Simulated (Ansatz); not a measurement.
**MoS2: how the settings move a single-point run**

How sensitive is a single-point run of MoS2 to its settings? A reference run comes first, then four runs with altered input. The cell is built on a prototype (CdCl2 type) and needn't be the phase found in nature.

Program: Ansatz 0.2.0. Level of theory: reference: DFT, PBE, plane waves, PAW. These are calculated values, not measurements.

7 further runs of the same task are left out: 1 for a known fault of the program, 6 that didn't finish.

## (1) Starting point

It takes space group R-3m (No. 166, trigonal). Conventional cell: a = 3.193 Å, b = 3.193 Å, c = 18.232 Å, α = 90.00°, β = 90.00°, γ = 120.00°. Mo (site symmetry -3m) is surrounded by 6 S at 2.42 Å. S (site symmetry 3m) has 3 Mo at 2.42 Å as nearest neighbours.

Structure file:

```
CELL_PARAMETERS angstrom
1.59653 0.92176 6.07723
-1.59653 0.92176 6.07723
0.00000 -1.84351 6.07723
ATOMIC_POSITIONS crystal
Mo 0.00000 0.00000 0.00000
S 0.24743 0.24743 0.24743
S 0.75257 0.75257 0.75257
```

## (2) Baseline

input.yaml

```yaml
crystal:
  lattice:
    - [1.5965300421, 0.9217570496, 6.0772315024]
    - [-1.5965300421, 0.9217570496, 6.0772315024]
    - [0.0, -1.8435140992, 6.0772315024]
  atoms:
    - { symbol: Mo, position: [0.0, 0.0, 0.0] }
    - { symbol: S, position: [0.2474267352, 0.2474267352, 0.2474267352] }
    - { symbol: S, position: [0.7525732648, 0.7525732648, 0.7525732648] }
kpoints:
  mp_grid: { grid: [6, 6, 6] }
hamiltonian:
  xc: pbe
scf:
  occupations: { method: fermi_dirac, width: 0.02 }
  n_extra_bands: 4
output:
  forces: true
  stress: true
  eigenvalues: true
```

On the command line:

```sh
$ ansatz run input.yaml --threads 4 --pin off --max-ram 3686MiB --backend cpu --events-out ev --progress --plain --runs-dir out
```

## (3) Changed: preconditioner resta

Edit input.yaml of step 2 so:

```diff
@@ -16,2 +16,3 @@
   n_extra_bands: 4
+  mixing: { preconditioner: resta }
 output:
```

## (4) Changing settings: ecutwfc 600

Edit input.yaml of step 2 so:

```diff
@@ -20 +20,3 @@
   eigenvalues: true
+basis:
+  ecutwfc: 600
```

## (5) Changing settings: xc mr2scan

Edit input.yaml of step 2 so:

```diff
@@ -12,3 +12,3 @@
 hamiltonian:
-  xc: pbe
+  xc: mr2scan
 scf:
```

## (6) Variant: xc lda

Edit input.yaml of step 2 so:

```diff
@@ -12,3 +12,3 @@
 hamiltonian:
-  xc: pbe
+  xc: lda
 scf:
```

What does the calculation give? Wanted: for each run, ending; energy change; pressure; gap; force.

The runs gave:

| run | ending | energy change | pressure (GPa) | gap (eV) | force (eV/Å) | cycles | time |
| --- | --- | --- | --- | --- | --- | --- | --- |
| reference | converged | 0 | 2.2 | 0.00 | 0.11 | 6 | 0.56 s |
| 1: preconditioner resta | converged | 0.0 meV/atom | 2.2 | 0.00 | 0.11 | 7 | 0.6 s |
| 2: ecutwfc 600 | converged | -0.6 meV/atom | 2.2 | 0.00 | 0.11 | 6 | 0.85 s |
| 3: xc mr2scan | converged | not comparable | 1.2 | 0.00 | 0.15 | 8 | 1.5 s |
| 4: xc lda | converged | not comparable | -5.6 | 0.00 | 0.25 | 7 | 0.65 s |

Residual by cycle in the longest SCF loop of each run; runs are numbered as in the table. The quantity is the density residual dr2, in eV.

| cycle | reference | run 1 | run 2 | run 3 | run 4 |
| --- | --- | --- | --- | --- | --- |
| 1 | 0.0408 | 0.0408 | 0.0408 | 0.218 | 0.0155 |
| 2 | 0.00222 | 0.00638 | 0.00222 | 1.24 | 0.0052 |
| 3 | 5.9e-4 | 0.0023 | 5.9e-4 | 0.014 | 5.3e-4 |
| 4 | 2.2e-5 | 6.2e-4 | 2.3e-5 | 4.3e-4 | 7.9e-5 |
| 5 | 2.2e-7 | 6.7e-6 | 2.2e-7 | 3.4e-5 | 8.8e-6 |
| 6 | 1.2e-8 | 3.9e-7 | 1.1e-8 | 2.8e-6 | 3.5e-7 |
| 7 | - | 1.6e-8 | - | 1.9e-7 | 1.3e-8 |
| 8 | - | - | - | 3.7e-9 | - |

Of the converged runs whose energies compare with the reference's, «ecutwfc 600» moves the energy most (-0.6 meV/atom) and «preconditioner resta» least (0.0 meV/atom). The pressure spans -5.6 to 2.2 GPa over the reference and the converged variants. The reference has no spin polarisation; with Mo present, a magnetic state may lie lower.
